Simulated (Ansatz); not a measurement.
# The band gap of KBr, sorted by core time

The structure is cubic, space group Fm-3m (No. 225). The conventional cell has a = 6.600 Å, b = 6.600 Å, c = 6.600 Å, α = 90.00°, β = 90.00°, γ = 90.00°. Br (site symmetry m-3m) has 6 K at 3.30 Å as nearest neighbours. Around K (site symmetry m-3m) lie 6 Br at 3.30 Å.

```csv
rung,level,program and potentials,cutoff (eV),k mesh,task,spin,core time,chip,band gap (eV),notes
GGA,PBE,"Ansatz, Ansatz PAW",420,4 × 4 × 4,single point,off,0.95 s,Arm Neoverse V1,4.44,-
GGA,BLYP,"Ansatz, Ansatz PAW",420,7 × 7 × 7,band structure,off,2 s,Intel Xeon 6975P-C Granite Rapids,4.44,"potentials made for PBE, which Ansatz adapts in part"
GGA,PBEsol,"Ansatz, Ansatz PAW",420,7 × 7 × 7,band structure,off,4.6 s,Arm Neoverse V1,4.28,"potentials made for PBE, which Ansatz adapts in part"
GGA,revPBE,"Ansatz, Ansatz PAW",420,7 × 7 × 7,band structure,off,5.9 s,Arm Neoverse V1,4.72,"potentials made for PBE, which Ansatz adapts in part"
G0W0,G0W0 on PBE,"Ansatz, Ansatz PAW",420,4 × 4 × 4,G0W0 quasiparticle levels,off,13 s,AMD EPYC 7R13 Zen 3,7.06,"bands, basis or mesh of the many-body step not converged; response cutoff 220 eV, bands 532"
LDA,LDA,"Ansatz, Ansatz PAW",420,5 × 5 × 5,band structure,"SOC, no magnetisation",27 s,Arm Neoverse V1,3.87,"potentials made for PBE, which Ansatz adapts in part"
meta-GGA,r2SCAN,"Ansatz, Ansatz PAW",500,5 × 5 × 5,band structure,"SOC, no magnetisation",32 s,Intel Xeon 6975P-C Granite Rapids,4.92,"potentials made for PBE, which Ansatz adapts in part"
hybrid,PBEsol0,"Ansatz, Ansatz PAW",420,4 × 4 × 4,band structure,off,2.6 min,Arm Neoverse V1,6.18,"coarse mesh; potentials made for PBE, which Ansatz adapts in part"
hybrid,B3LYP,"Ansatz, Ansatz PAW",420,4 × 4 × 4,band structure,off,2.6 min,Arm Neoverse V1,5.91,"coarse mesh; potentials made for PBE, which Ansatz adapts in part"
hybrid,r2SCAN0,"Ansatz, Ansatz PAW",500,4 × 4 × 4,band structure,off,3.6 min,Arm Neoverse V1,6.65,"coarse mesh; potentials made for PBE, which Ansatz adapts in part"
hybrid,r2SCAN50,"Ansatz, Ansatz PAW",500,4 × 4 × 4,band structure,off,3.6 min,Arm Neoverse V1,8.25,"coarse mesh; potentials made for PBE, which Ansatz adapts in part"
```

Times are single runs on shared hosts and different chips, so they are rough; meshes, cutoffs and the tasks' sizes weigh on the time. Gaps are the least found on the k mesh or the band path, and a mesh can miss the band edges. The cell comes from a database and isn't always the measured one. Meshes differ between rows, which moves values too. All levels ran on this one cell, unrelaxed unless noted. Meshes are those of the run's cell of 2 atoms unless a note names another. Runs on faulty files, with rough fits or with known faults for this quantity aren't shown.

By rung: LDA with SOC 3.87; GGA 4.28 to 4.72; meta-GGA with SOC 4.92; hybrid on coarse meshes 5.91 to 8.25; G0W0 on coarse settings 7.06 (eV).
